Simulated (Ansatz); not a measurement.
A run of Ansatz 0.2.0 is set up as follows.

input.yaml

```yaml
crystal:
  lattice:
    - [0.0, 2.325, 2.325]
    - [2.325, 0.0, 2.325]
    - [2.325, 2.325, 0.0]
  atoms:
    - { symbol: Hf, position: [0.5, 0.5, 0.5] }
    - { symbol: C, position: [0.0, 0.0, 0.0] }
hamiltonian:
  xc: pbesol
  pseudopotentials: { kind: paw }
kpoints:
  mp_grid: { grid: [10, 10, 10] }
  band_path:
    path:
      - [[0.0, 0.0, 0.0], [0.5, 0.0, 0.5], [0.5, 0.25, 0.75], [0.375, 0.375, 0.75], [0.0, 0.0, 0.0], [0.5, 0.5, 0.5], [0.625, 0.25, 0.625], [0.5, 0.25, 0.75], [0.5, 0.5, 0.5], [0.375, 0.375, 0.75]]
      - [[0.625, 0.25, 0.625], [0.5, 0.0, 0.5]]
    npoints: 14
scf:
  occupations: { method: fermi_dirac, width: 0.05 }
  n_extra_bands: 6
output:
  forces: true
  stress: true
  eigenvalues: true
  fatbands: true
```

Potentials or basis: Ansatz PAW.

Launch:

```console
$ ansatz run input.yaml --threads 2 --pin off --max-ram 5632MiB --backend cpu --events-out ev --progress --plain --runs-dir out
```

Q: Predict the pressure.

A: -6.5 GPa.

Q: What does it give for the band gap on the k mesh?

A: None (metal or under the smearing width).

Levels at the corners of the path, in eV from the Fermi level:
```tsv
point	band 11	band 12	band 13	band 14	band 15	band 16	band 17	band 18	band 19	band 20
Γ	-10.99	-10.99	1.03	1.03	1.03	1.28	1.28	1.28	3.29	3.29
X	-11.02	-10.43	-2.66	-1.89	-0.10	-0.10	5.22	6.65	6.65	8.29
W	-11.02	-9.59	-3.03	-2.78	-2.78	3.60	3.60	6.66	6.96	8.20
K	-11.01	-9.69	-3.58	-2.80	-1.68	1.51	5.69	6.09	8.14	8.25
Γ	-10.99	-10.99	1.03	1.03	1.03	1.28	1.28	1.28	3.29	3.29
L	-10.99	-8.42	-6.24	-3.06	-3.06	5.22	5.22	5.68	6.48	11.33
U	-11.01	-9.69	-3.58	-2.80	-1.68	1.51	5.69	6.09	8.14	8.25
W	-11.02	-9.59	-3.03	-2.78	-2.78	3.60	3.60	6.66	6.96	8.20
L	-10.99	-8.42	-6.24	-3.06	-3.06	5.22	5.22	5.68	6.48	11.33
K	-11.01	-9.69	-3.58	-2.80	-1.68	1.51	5.69	6.09	8.14	8.25
U	-11.01	-9.69	-3.58	-2.80	-1.68	1.51	5.69	6.09	8.14	8.25
X	-11.02	-10.43	-2.66	-1.89	-0.10	-0.10	5.22	6.65	6.65	8.29
```

Caveat: spin-orbit coupling is left out, which moves the levels of the heavy elements; the PAW data sets come from PBE, with cores solved anew for the run's functional, which leaves a small shift of forces and pressure.
